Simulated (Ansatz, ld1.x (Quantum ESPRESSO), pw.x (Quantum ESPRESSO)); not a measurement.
# From atom to crystal: ultrasoft potential for silicon (Si)

Si, ultrasoft, made with ld1.x (Quantum ESPRESSO) 7.5 (PBEsol, scalar-relativistic). Core [Ne], reference 3s2 3p2. Waves: 3s (bound): rcut 1.60, rcutus 1.75 bohr; 3s channel at -0.3 Ry: rcut 1.60, rcutus 1.75 bohr; 3p (bound): rcut 1.90, rcutus 2.10 bohr; 3p channel at 1.5 Ry: rcut 1.90, rcutus 2.10 bohr. Local part: all-electron potential smoothed inside 1.80 bohr (lloc = -2). Core correction: Bessel-smoothed model core, default radius (core density twice the valence density). Augmentation charge: PSQ, radius 1.25 bohr.

Atomic tests: cutoffs needed: 10 Ry and 15 Ry (the cutoffs (Ry, on a coarse ladder) from which the occupation-weighted sum of valence levels, in a spherical-Bessel basis at the reference potential, stays within 10 and 1 mRy of its value at 400 Ry); ghost test: no extra level below or beside the all-electron valence levels (s, p, d, f tested) (spherical-Bessel basis up to 400 Ry, 20 bohr box); largest excitation error: -26 meV (all-electron minus pseudo) for 3s1 3p0, out of 7 test configurations.

Crystal test: fcc Si in pw.x 7.5, no spin, 15³ k-points, Fermi–Dirac smearing 0.01 Ry, cutoffs 40/320 Ry. The reference is all-electron LAPW (Ansatz 0.2.0) with the same functional, mesh and smearing; V0 and B0 come from Birch–Murnaghan fits to the pressures at five volumes. Errors are pseudo minus all-electron; Δ is the rms difference of the E(V) curves that follow from these fits, minima aligned, over ±6 % about the mean V0. Mesh and smearing are coarse, so the numbers serve the comparison and aren't converged zero-temperature values; the lattice is a test structure that the element need not adopt.

```
V (Å³/atom)  P all-electron (GPa)  P pseudo (GPa)
     13.301                  5.73           18.20
     13.651                  2.91           14.32
     14.001                  0.43           10.89
     14.351                 -1.75            7.85
     14.701                 -3.67            5.15
```

All-electron: a0 = 3.832 Å (V0 = 14.07 Å³/atom), B0 = 91.1 GPa.

Pseudopotential: mean pressure error (GPa): +10.55. The pressure does not cross zero within the volumes sampled, so no fit is given. This is a poor potential for the solid. The atomic tests give no hint of an error of this size, and its cause was not traced.

**Question.** At the middle volume, how do free energy and pressure move when the wave cutoff is lowered (ecutrho held at 320 Ry)?

**Answer.**

```json
{"cutoff (Ry)": "18", "shift of F (meV/atom)": "+6.3", "shift of P (GPa)": "-0.11"}
{"cutoff (Ry)": "24", "shift of F (meV/atom)": "+2.1", "shift of P (GPa)": "-0.06"}
{"cutoff (Ry)": "32", "shift of F (meV/atom)": "+0.5", "shift of P (GPa)": "+0.00"}
```

Input at the middle volume:

```
&control
  calculation='scf', prefix='x', pseudo_dir='./', outdir='./tmp', tstress=.true., disk_io='low'
/
&system
  ibrav=0, nat=1, ntyp=1, ecutwfc=40, ecutrho=320, nbnd=9,
  occupations='smearing', smearing='fd', degauss=0.01
/
&electrons
  conv_thr=1e-09, mixing_beta=0.4, electron_maxstep=70
/
ATOMIC_SPECIES
Si 1.0 Si.UPF
CELL_PARAMETERS angstrom
  0.00000000 1.91297673 1.91297673
  1.91297673 0.00000000 1.91297673
  1.91297673 1.91297673 0.00000000
ATOMIC_POSITIONS crystal
Si 0.0000 0.0000 0.0000
K_POINTS automatic
15 15 15 0 0 0
```

```bash
pw.x < Si.scf.in > Si.scf.out
```

Lines of the output:

```
Message from routine setup:
     using ibrav=0 with symmetry is DISCOURAGED, use correct ibrav instead
     lattice parameter (alat)  =       5.1124  a.u.
     unit-cell volume          =      94.4834 (a.u.)^3
     number of electrons       =         4.00
     number of Kohn-Sham states=            9
     kinetic-energy cutoff     =      40.0000  Ry
     charge density cutoff     =     320.0000  Ry
     scf convergence threshold =      1.0E-09
     Exchange-correlation= PBESOL
     number of k points=   120  Fermi-Dirac smearing, width (Ry)=  0.0100
     iteration #  1     ecut=    40.00 Ry     beta= 0.40
     total energy              =     -14.65761450 Ry
     estimated scf accuracy    <       0.00381869 Ry
     iteration #  2     ecut=    40.00 Ry     beta= 0.40
     total energy              =     -14.65713626 Ry
     estimated scf accuracy    <       0.00112588 Ry
     iteration #  3     ecut=    40.00 Ry     beta= 0.40
     total energy              =     -14.65720048 Ry
     estimated scf accuracy    <       0.00000381 Ry
     iteration #  4     ecut=    40.00 Ry     beta= 0.40
     total energy              =     -14.65720070 Ry
     estimated scf accuracy    <       0.00000001 Ry
     iteration #  5     ecut=    40.00 Ry     beta= 0.40
     total energy              =     -14.65720070 Ry
     estimated scf accuracy    <          1.3E-09 Ry
     iteration #  6     ecut=    40.00 Ry     beta= 0.40
     the Fermi energy is    11.2998 ev
!    total energy              =     -14.65720070 Ry
     estimated scf accuracy    <          1.3E-10 Ry
     smearing contrib. (-TS)   =      -0.00194172 Ry
     The total energy is F=E-TS. E is the sum of the following terms:
     one-electron contribution =       5.02637845 Ry
     hartree contribution      =       0.02918029 Ry
     xc contribution           =      -9.56451751 Ry
     ewald contribution        =     -10.14630021 Ry
     convergence has been achieved in   6 iterations
          total   stress  (Ry/bohr**3)                   (kbar)     P=      108.93
```

The run at the middle volume (120 k-points, 6 iterations) took about 4 s on one core of a shared host (AMD EPYC 9R45 96-Core Processor, 96 threads, 376 GiB, load 74).
